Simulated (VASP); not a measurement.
# SnO2 (Cassiterite) (P4_2/mnm) in VASP: further runs, part 2 of 2

VASP 6.6.1.

## Step 4: Band structure, PBE

Input file INCAR:

```
PREC = Accurate
ENCUT = 520
EDIFF = 1E-7
ISMEAR = -1
SIGMA = 0.05
LREAL = F
LASPH = T
NELM = 80
ALGO = Fast
ISIF = 2
LWAVE = F
LCHARG = F
GGA = PE
```

Input file KPOINTS:

```
regular mesh
0
Gamma
  6 6 8
```

Input file POSCAR:

```
SnO2
1.0
    4.7380000000      0.0000000000      0.0000000000
    0.0000000000      4.7380000000      0.0000000000
    0.0000000000      0.0000000000      3.1865000000
Sn O
2 4
Direct
    0.5000000000      0.5000000000      0.5000000000
    0.0000000000      0.0000000000      0.0000000000
    0.8071000000      0.1929000000      0.5000000000
    0.6929000000      0.6929000000      0.0000000000
    0.1929000000      0.8071000000      0.5000000000
    0.3071000000      0.3071000000      0.0000000000
```

Input file KPOINTS_OPT:

```
path GXMGZRAZ,XR,MA
10
line-mode
reciprocal
 0.0000000000  0.0000000000  0.0000000000  G
 0.0000000000  0.5000000000  0.0000000000  X

 0.0000000000  0.5000000000  0.0000000000  X
 0.5000000000  0.5000000000  0.0000000000  M

 0.5000000000  0.5000000000  0.0000000000  M
 0.0000000000  0.0000000000  0.0000000000  G

 0.0000000000  0.0000000000  0.0000000000  G
 0.0000000000  0.0000000000  0.5000000000  Z

 0.0000000000  0.0000000000  0.5000000000  Z
 0.0000000000  0.5000000000  0.5000000000  R

 0.0000000000  0.5000000000  0.5000000000  R
 0.5000000000  0.5000000000  0.5000000000  A

 0.5000000000  0.5000000000  0.5000000000  A
 0.0000000000  0.0000000000  0.5000000000  Z

 0.0000000000  0.5000000000  0.0000000000  X
 0.0000000000  0.5000000000  0.5000000000  R

 0.5000000000  0.5000000000  0.0000000000  M
 0.5000000000  0.5000000000  0.5000000000  A
```

Potentials or basis: VASP PAW PBE potentials, release 54 (Sn_d, O).

Run with:

```
$ cat potpaw_PBE.54/Sn_d/POTCAR potpaw_PBE.54/O/POTCAR > POTCAR
$ mpirun -np 1 vasp_std > vasp.out
```

It took 3.7 min on 1 thread of AMD EPYC 7R13 (Zen 3), shared host; peak memory 0.27 GiB.

Results (log left out):

```yaml
Free_energy: -37.1595 eV
Pressure: 11.8 GPa
Largest_force: 0.294 eV/Å
Band_gap_on_the_k_mesh: 1.27 eV, direct
Band_gap_along_the_path: 1.27 eV, direct
```

Forces on the atoms (eV/Å):
```
Sn   0.000  0.000  0.000
Sn   0.000  0.000  0.000
O   -0.208  0.208  0.000
O    0.208  0.208  0.000
O    0.208 -0.208  0.000
O   -0.208 -0.208  0.000
```

Stress tensor (GPa, compression positive):
```
10.68  0.00  0.00
 0.00 10.68  0.00
 0.00  0.00 13.98
```

Levels at the corners of the path, in eV from the valence-band top:
| point | band 24 | band 25 | band 26 | band 27 | band 28 | band 29 |
| --- | --- | --- | --- | --- | --- | --- |
| Γ | -0.78 | -0.78 | 0.00 | 1.27 | 6.15 | 6.35 |
| X | -1.19 | -0.64 | -0.64 | 4.44 | 4.44 | 7.09 |
| X | -1.19 | -0.64 | -0.64 | 4.44 | 4.44 | 7.09 |
| M | -1.31 | -0.90 | -0.90 | 4.84 | 4.84 | 7.53 |
| M | -1.31 | -0.90 | -0.90 | 4.84 | 4.84 | 7.53 |
| Γ | -0.78 | -0.78 | 0.00 | 1.27 | 6.15 | 6.35 |
| Γ | -0.78 | -0.78 | 0.00 | 1.27 | 6.15 | 6.35 |
| Z | -1.66 | -1.26 | -1.26 | 6.23 | 6.23 | 9.78 |
| Z | -1.66 | -1.26 | -1.26 | 6.23 | 6.23 | 9.78 |
| R | -1.10 | -0.70 | -0.70 | 6.51 | 6.51 | 8.07 |
| R | -1.10 | -0.70 | -0.70 | 6.51 | 6.51 | 8.07 |
| A | -0.97 | -0.84 | -0.84 | 4.92 | 4.92 | 8.88 |
| A | -0.97 | -0.84 | -0.84 | 4.92 | 4.92 | 8.88 |
| Z | -1.66 | -1.26 | -1.26 | 6.23 | 6.23 | 9.78 |
| X | -1.19 | -0.64 | -0.64 | 4.44 | 4.44 | 7.09 |
| R | -1.10 | -0.70 | -0.70 | 6.51 | 6.51 | 8.07 |
| M | -1.31 | -0.90 | -0.90 | 4.84 | 4.84 | 7.53 |
| A | -0.97 | -0.84 | -0.84 | 4.92 | 4.92 | 8.88 |

Caveat: spin-orbit coupling is left out, which moves the levels of the heavy elements. Expect the measured gap to be larger: semilocal functionals such as PBE lack the derivative discontinuity.

## Step 5: Band structure, PBE

Input file INCAR:

```
ALGO = Normal ; EDIFF = 1E-6
ENCUT = 500 ; GGA = PE
ISIF = 2 ; ISMEAR = -1
LASPH = True ; LCHARG = False
LREAL = False ; LWAVE = False
NBANDS = 25 ; NELM = 60
PREC = Accurate ; SIGMA = 0.05
```

Input file KPOINTS:

```
k-points
0
Gamma
  6 6 8
```

POSCAR is that of step 4.

Changes to KPOINTS_OPT since step 4:

```diff
@@ -1,3 +1,3 @@
 path GXMGZRAZ,XR,MA
-10
+15
 line-mode
```

Potentials or basis: VASP PAW PBE potentials, release 54 (Sn, O).

Run with:

```
$ cat potpaw_PBE.54/Sn/POTCAR potpaw_PBE.54/O/POTCAR > POTCAR
$ mpirun -np 1 vasp_std > vasp.out
```

OUTCAR:

```text
EDIFF = 1E-6
   ENCUT = 500
   GGA = PE
   ISIF = 2
   ISMEAR = -1
   LASPH = True
   LREAL = False
   NELM = 60
   PREC = Accurate

 ion  position               nearest neighbor table
   1  0.500  0.500  0.500-   4 2.05   6 2.05   4 2.05   6 2.05   5 2.06   3 2.06   2 3.71   2 3.71
                             2 3.71   2 3.71   2 3.71   2 3.71   2 3.71   2 3.71
   2  0.000  0.000  0.000-   3 2.05   5 2.05   3 2.05   5 2.05   4 2.06   6 2.06   1 3.71   1 3.71
                             1 3.71   1 3.71   1 3.71   1 3.71   1 3.71   1 3.71
   3  0.807  0.193  0.500-   2 2.05   2 2.05   1 2.06
   4  0.693  0.693  0.000-   1 2.05   1 2.05   2 2.06
   5  0.193  0.807  0.500-   2 2.05   2 2.05   1 2.06
   6  0.307  0.307  0.000-   1 2.05   1 2.05   2 2.06

  LATTYP: Found a simple tetragonal cell.
 ALAT       =     4.7380000000
 C/A-ratio  =     0.6725411566

  Lattice vectors:

 A1 = (   4.7380000000,   0.0000000000,   0.0000000000)
 A2 = (   0.0000000000,   4.7380000000,   0.0000000000)
 A3 = (   0.0000000000,   0.0000000000,   3.1865000000)

Analysis of symmetry for initial positions (statically):
=====================================================================
 Subroutine PRICEL returns:
 Original cell was already a primitive cell.

 Routine SETGRP: Setting up the symmetry group for a
 simple tetragonal supercell.

 Subroutine GETGRP returns: Found 16 space group operations
 (whereof  8 operations were pure point group operations)
 out of a pool of 16 trial point group operations.

The static configuration has the point symmetry D_2h.
 The point group associated with its full space group is D_4h.

Analysis of symmetry for dynamics (positions and initial velocities):
=====================================================================
 Subroutine PRICEL returns:
 Original cell was already a primitive cell.

 Routine SETGRP: Setting up the symmetry group for a
 simple tetragonal supercell.

 Subroutine GETGRP returns: Found 16 space group operations
 (whereof  8 operations were pure point group operations)
 out of a pool of 16 trial point group operations.

The dynamic configuration has the point symmetry D_2h.
 The point group associated with its full space group is D_4h.

 Subroutine INISYM returns: Found 16 space group operations
 (whereof  8 operations are pure point group operations),
 and found     1 'primitive' translations

----------------------------------------------------------------------------------------

                                     Primitive cell

  volume of cell :      71.5326

  direct lattice vectors                    reciprocal lattice vectors
     4.738000000  0.000000000  0.000000000     0.211059519  0.000000000  0.000000000
     0.000000000  4.738000000  0.000000000     0.000000000  0.211059519  0.000000000
     0.000000000  0.000000000  3.186500000     0.000000000  0.000000000  0.313823945

  length of vectors
     4.738000000  4.738000000  3.186500000     0.211059519  0.211059519  0.313823945

  position of ions in fractional coordinates (direct lattice)
     0.500000000  0.500000000  0.500000000
     0.000000000  0.000000000  0.000000000
     0.807100000  0.192900000  0.500000000
     0.692900000  0.692900000  0.000000000
     0.192900000  0.807100000  0.500000000
     0.307100000  0.307100000  0.000000000

  ion indices of the primitive-cell ions
   primitive index   ion index
                 1           1
                 2           2
[... 32 lines left out ...]
            Coordinates               Weight
  0.000000  0.000000  0.000000      1.000000
  0.166667  0.000000  0.000000      4.000000
  0.333333  0.000000  0.000000      4.000000
  0.500000  0.000000  0.000000      2.000000
  0.166667  0.166667  0.000000      4.000000
  0.333333  0.166667  0.000000      8.000000
[... 16 lines left out ...]
  0.333333  0.000000  0.250000      8.000000
  0.500000  0.000000  0.250000      4.000000
 [... further k-points ...]
   k-points           NKPTS =     50   k-points in BZ     NKDIM =     50   number of bands    NBANDS=     25
   number of dos      NEDOS =    301   number of ions     NIONS =      6
   total plane-waves  NPLWV =  31104
   dimension x,y,z NGX =    36 NGY =   36 NGZ =   24
   dimension x,y,z NGXF=    72 NGYF=   72 NGZF=   48
   ions per type =               2   4
   NGX,Y,Z   is equivalent  to a cutoff of  12.63, 12.63, 12.52 a.u.
   NGXF,Y,Z  is equivalent  to a cutoff of  25.26, 25.26, 25.04 a.u.
 SYSTEM =  unknown system
   PREC   = accura    normal or accurate (medium, high low for compatibility)
   ISTART =      0    job   : 0-new  1-cont  2-samecut
   ICHARG =      2    charge: 1-file 2-atom 10-const
   ISPIN  =      1    spin polarized calculation?
   LNONCOLLINEAR =      F non collinear calculations
   LSORBIT =      F    spin-orbit coupling
   LASPH  =      T    aspherical Exc in radial PAW
   ENCUT  =  500.0 eV  36.75 Ry    6.06 a.u.   8.64  8.64  5.81*2*pi/ulx,y,z
   NELM   =     60;   NELMIN=  2; NELMDL= -5     # of ELM steps
   EDIFF  = 0.1E-05   stopping-criterion for ELM
   LREAL  =      F    real-space projection
   EDIFFG = 0.1E-04   stopping-criterion for IOM
   NSW    =      0    number of steps for IOM
   IBRION =     -1    ionic relax: 0-MD 1-quasi-New 2-CG
   NFREE  =      0    steps in history (QN), initial steepest desc. (CG)
   ISIF   =      2    stress and relaxation
   ISYM   =      2    0-nonsym 1-usesym 2-fastsym
   POTIM  = 0.5000    time-step for ionic-motion
   TEBEG  =    0.0;   TEEND  =   0.0 temperature during run
   PSTRESS=    0.0 pullay stress
   NELECT =      32.0000    total number of electrons
   NUPDOWN=      -1.0000    fix difference up-down
   EMIN   =  10.00;   EMAX   =-10.00  energy-range for DOS
   EFERMI =   0.00;   METHOD = LEGACY
   ISMEAR =    -1;   SIGMA  =   0.05  broadening in eV -4-tet -1-fermi 0-gaus
   EFERMI_NEDOS =   21; number of points for ismear=-14 and -15
   IALGO  =     38    algorithm
   IMIX   =      4    mixing-type and parameters
     AMIX     =   0.40;   BMIX     =  1.00
     AMIX_MAG =   1.60;   BMIX_MAG =  1.00
  volume/ion in A,a.u.               =      11.92        80.45
  Fermi-wavevector in a.u.,A,eV,Ry     =   1.252055  2.366041 21.329068  1.567642
  Thomas-Fermi vector in A             =   2.385974
   LORBIT       =      0    0 simple, 1 ext, 2 COOP (PROOUT), +10 PAW based schemes
   GGA     = PE    functional components
   LHFCALC =     F    Hartree Fock is set to
   AEXX    =    0.0000 exact exchange contribution
   IVDW    =     0    specifies the selected vdW correction
   LEPSILON=     F    determine dielectric tensor
   LRPA    =     F    only Hartree local field effects (RPA)
 non-spin polarized calculation
  energy-cutoff  :      500.00
  volume of cell :       71.53
 maximum number of plane-waves:      1840
 NGX is ok and might be reduce to    36
   NGX = 17   NGY = 17   NGZ = 11

 number of electron      31.9999987 magnetization

 Free energy of the ion-electron system (eV)
  ---------------------------------------------------
  ext. energy  EPLUGINS =         0.00000000
  ---------------------------------------------------
  free energy    TOTEN  =       -37.40418914 eV

  energy without entropy =      -37.40418910  energy(sigma->0) =      -37.40418912

 E-fermi :   4.8329     XC(G=0): -11.1654

 val. band max:        4.1904251194   @ k =   0.0000   0.0000   0.0000
 cond. band min:       5.4532699879   @ k =   0.0000   0.0000   0.0000
 fundamental gap:      1.2628448685
 Fermi energy:         4.8328532378

 k-point     1 :       0.0000    0.0000    0.0000
  band No.  band energies     occupation
      1     -14.9618      2.00000
      2     -12.9286      2.00000
      3     -12.9286      2.00000
      4     -12.2221      2.00000
      5      -4.0080      2.00000
      6       0.1093      2.00000
[... 661 lines left out ...]
     24      16.6250      0.00000
     25      16.7782      0.00000

 [... further k-points ...]
[... 5 lines left out ...]
  --------------------------------------------------------------------------------------
  -------------------------------------------------------------------------------------
  Total        4.7540087      4.7540087      6.1347775      0.0000000      0.0000000      0.0000000
  in kB      106.4796254    106.4796254    137.4058949      0.0000000      0.0000000      0.0000000
  external PRESSURE =     116.7883819 kB  Pullay stress =       0.0000000 kB

 VOLUME and BASIS-vectors are now :
 -----------------------------------------------------------------------------
  energy-cutoff  :      500.00
  volume of cell :       71.53
      direct lattice vectors                 reciprocal lattice vectors
     4.738000000  0.000000000  0.000000000     0.211059519  0.000000000  0.000000000
     0.000000000  4.738000000  0.000000000     0.000000000  0.211059519  0.000000000
     0.000000000  0.000000000  3.186500000     0.000000000  0.000000000  0.313823945

 POSITION                                       TOTAL-FORCE (eV/Angst)
 -----------------------------------------------------------------------------------
      2.36900      2.36900      1.59325        -0.000000      0.000000      0.000000
      0.00000      0.00000      0.00000        -0.000000      0.000000      0.000000
      3.82404      0.91396      1.59325        -0.206921      0.206921      0.000000
      3.28296      3.28296      0.00000         0.206921      0.206921      0.000000
      0.91396      3.82404      1.59325         0.206921     -0.206921      0.000000
      1.45504      1.45504      0.00000        -0.206921     -0.206921     -0.000000
 -----------------------------------------------------------------------------------
    total drift:                                0.000000      0.000000     -0.000000

  FREE ENERGIE OF THE ION-ELECTRON SYSTEM (eV)
  ---------------------------------------------------
  free  energy   TOTEN  =       -37.4041891373 eV

  energy  without entropy=      -37.4041890969  energy(sigma->0) =      -37.40418912
```

It took 2.4 min on 1 thread of AMD EPYC 7R13 (Zen 3), shared host; peak memory 0.23 GiB.

What came out:

| Item | Value |
| --- | --- |
| Free energy | -37.4042 eV |
| Pressure | 11.7 GPa |
| Largest force | 0.293 eV/Å |
| Band gap on the k mesh | 1.26 eV, direct |
| Band gap along the path | 1.26 eV, direct |

Forces on the atoms (eV/Å):
```
Sn   0.000  0.000  0.000
Sn   0.000  0.000  0.000
O   -0.207  0.207  0.000
O    0.207  0.207  0.000
O    0.207 -0.207  0.000
O   -0.207 -0.207  0.000
```

Levels at the corners of the path, in eV from the valence-band top:
| point | band 14 | band 15 | band 16 | band 17 | band 18 | band 19 |
| --- | --- | --- | --- | --- | --- | --- |
| Γ | -0.79 | -0.79 | 0.00 | 1.26 | 6.13 | 6.32 |
| X | -1.25 | -0.65 | -0.65 | 4.43 | 4.43 | 7.07 |
| X | -1.25 | -0.65 | -0.65 | 4.43 | 4.43 | 7.07 |
| M | -1.37 | -0.91 | -0.91 | 4.83 | 4.83 | 7.51 |
| M | -1.37 | -0.91 | -0.91 | 4.83 | 4.83 | 7.51 |
| Γ | -0.79 | -0.79 | 0.00 | 1.26 | 6.13 | 6.32 |
| Γ | -0.79 | -0.79 | 0.00 | 1.26 | 6.13 | 6.32 |
| Z | -1.67 | -1.28 | -1.28 | 6.22 | 6.22 | 9.75 |
| Z | -1.67 | -1.28 | -1.28 | 6.22 | 6.22 | 9.75 |
| R | -1.11 | -0.74 | -0.74 | 6.49 | 6.49 | 8.05 |
| R | -1.11 | -0.74 | -0.74 | 6.49 | 6.49 | 8.05 |
| A | -0.99 | -0.84 | -0.84 | 4.91 | 4.91 | 8.86 |
| A | -0.99 | -0.84 | -0.84 | 4.91 | 4.91 | 8.86 |
| Z | -1.67 | -1.28 | -1.28 | 6.22 | 6.22 | 9.75 |
| X | -1.25 | -0.65 | -0.65 | 4.43 | 4.43 | 7.07 |
| R | -1.11 | -0.74 | -0.74 | 6.49 | 6.49 | 8.05 |
| M | -1.37 | -0.91 | -0.91 | 4.83 | 4.83 | 7.51 |
| A | -0.99 | -0.84 | -0.84 | 4.91 | 4.91 | 8.86 |

Caveat: spin-orbit coupling is left out, which moves the levels of the heavy elements. A hybrid or GW would open this gap; PBE tends to underestimate it.

## Step 6: Band structure, TB-mBJ

POSCAR is that of step 5.

Input file INCAR.step1:

```
PREC = Accurate
ENCUT = 520
EDIFF = 1E-5
ISMEAR = -1
SIGMA = 0.05
LREAL = False
LASPH = True
NELM = 100
ALGO = Normal
ISIF = 2
LWAVE = True
LCHARG = False
NBANDS = 35
GGA = PE
```

Input file INCAR.step2:

```
PREC = Accurate
ENCUT = 520
EDIFF = 1E-6
ISMEAR = -1
SIGMA = 0.05
LREAL = False
LASPH = True
NELM = 100
ALGO = Normal
ISIF = 2
LWAVE = False
LCHARG = False
METAGGA = MBJ
NBANDS = 35
ISTART = 1
```

Input file KPOINTS:

```
regular mesh
0
Gamma
  6 6 8
```

Changes to KPOINTS_OPT since step 5:

```diff
@@ -1,3 +1,3 @@
 path GXMGZRAZ,XR,MA
-15
+10
 line-mode
```

Potentials or basis: VASP PAW PBE potentials, release 64 (Sn_d, O).

Run with:

```
$ cat potpaw_PBE.64/Sn_d/POTCAR potpaw_PBE.64/O/POTCAR > POTCAR
$ cp INCAR.step1 INCAR
$ mpirun -np 1 vasp_std > vasp.out
$ cp INCAR.step2 INCAR
$ mpirun -np 1 vasp_std > vasp.out
```

It took 18 min on 1 thread of AMD EPYC 7R43 (Zen 3), shared host; peak memory 0.22 GiB.

It converged, with:

```yaml
Band_gap_on_the_k_mesh: 3.18 eV, direct
Band_gap_along_the_path: 3.18 eV, direct
```

Levels at the corners of the path, in eV from the valence-band top:
```
point  band 22  band 23  band 24  band 25  band 26  band 27  band 28  band 29  band 30  band 31
    Γ    -0.96    -0.96    -0.78    -0.78     0.00     3.18     8.19     8.66     8.66    12.78
    X    -1.67    -0.95    -0.95    -0.57    -0.57     6.16     6.16     9.44     9.44    13.13
    X    -1.67    -0.95    -0.95    -0.57    -0.57     6.16     6.16     9.44     9.44    13.13
    M    -1.69    -1.02    -1.02    -0.81    -0.81     6.63     6.63     9.72     9.72    13.20
    M    -1.69    -1.02    -1.02    -0.81    -0.81     6.63     6.63     9.72     9.72    13.20
    Γ    -0.96    -0.96    -0.78    -0.78     0.00     3.18     8.19     8.66     8.66    12.78
    Γ    -0.96    -0.96    -0.78    -0.78     0.00     3.18     8.19     8.66     8.66    12.78
    Z    -2.19    -1.41    -1.41    -1.12    -1.12     7.98     7.98    11.94    11.94    13.01
    Z    -2.19    -1.41    -1.41    -1.12    -1.12     7.98     7.98    11.94    11.94    13.01
    R    -1.43    -1.01    -1.01    -0.49    -0.49     8.32     8.32    10.21    10.21    13.50
    R    -1.43    -1.01    -1.01    -0.49    -0.49     8.32     8.32    10.21    10.21    13.50
    A    -2.06    -0.87    -0.87    -0.80    -0.80     6.80     6.80    11.20    11.20    13.47
    A    -2.06    -0.87    -0.87    -0.80    -0.80     6.80     6.80    11.20    11.20    13.47
    Z    -2.19    -1.41    -1.41    -1.12    -1.12     7.98     7.98    11.94    11.94    13.01
    X    -1.67    -0.95    -0.95    -0.57    -0.57     6.16     6.16     9.44     9.44    13.13
    R    -1.43    -1.01    -1.01    -0.49    -0.49     8.32     8.32    10.21    10.21    13.50
    M    -1.69    -1.02    -1.02    -0.81    -0.81     6.63     6.63     9.72     9.72    13.20
    A    -2.06    -0.87    -0.87    -0.80    -0.80     6.80     6.80    11.20    11.20    13.47
```

Caveat: the PAW data sets were made with another functional, which shifts forces and pressure a little; spin-orbit coupling is left out, which moves the levels of the heavy elements.

## Step 7: For comparison

An earlier run on the cell as given: functional PBEsol; potentials or basis VASP PAW PBE potentials, release 64 (Sn_d, O); cutoff 520 eV; k mesh 6 × 6 × 8; occupations fermi-dirac, width 0.05 eV; no spin polarisation.

- Pressure: 5.4 GPa
- Largest force: 0.229 eV/Å
- Band gap on the k mesh: 1.18 eV, direct

## Step 8: Summary

| task | level | potentials or basis | cutoff (eV) | ladder | gap on the mesh (eV) | pressure (GPa) | largest force (eV/Å) |
| --- | --- | --- | --- | --- | --- | --- | --- |
| band structure | PBE | VASP PAW PBE potentials, release 64 (Sn_d, O_h) | 900 | - | 1.28 | 11.3 | 0.29 |
| band structure | PBE | VASP PAW PBE potentials, release 64 (Sn_d, O_s) | 400 | - | 1.26 | - | - |
| band structure | PBE | VASP PAW PBE potentials, release 54 (Sn_d, O) | 520 | - | 1.27 | 11.8 | 0.29 |
| band structure | PBE | VASP PAW PBE potentials, release 54 (Sn, O) | 500 | - | 1.26 | 11.7 | 0.29 |
| band structure | TB-mBJ | VASP PAW PBE potentials, release 64 (Sn_d, O) | 520 | - | 3.18 | - | - |
| single point | PBEsol | VASP PAW PBE potentials, release 64 (Sn_d, O) | 520 | free | 1.18 | 5.4 | 0.23 |

Alike in all rows: no spin polarisation; cell as given; k mesh 6 × 6 × 8; smearing fermi-dirac 0.05 eV.

Caveats: spin-orbit coupling is left out, which moves the levels of the heavy elements; the PAW data sets were made with another functional, which shifts forces and pressure a little (some runs); the cutoff is under 1.25 times the usual one of these potentials, so pressure, stress and relaxed cells hold a basis-set (Pulay) error (some runs).

Absolute energies hang on the potentials; compare differences alone.
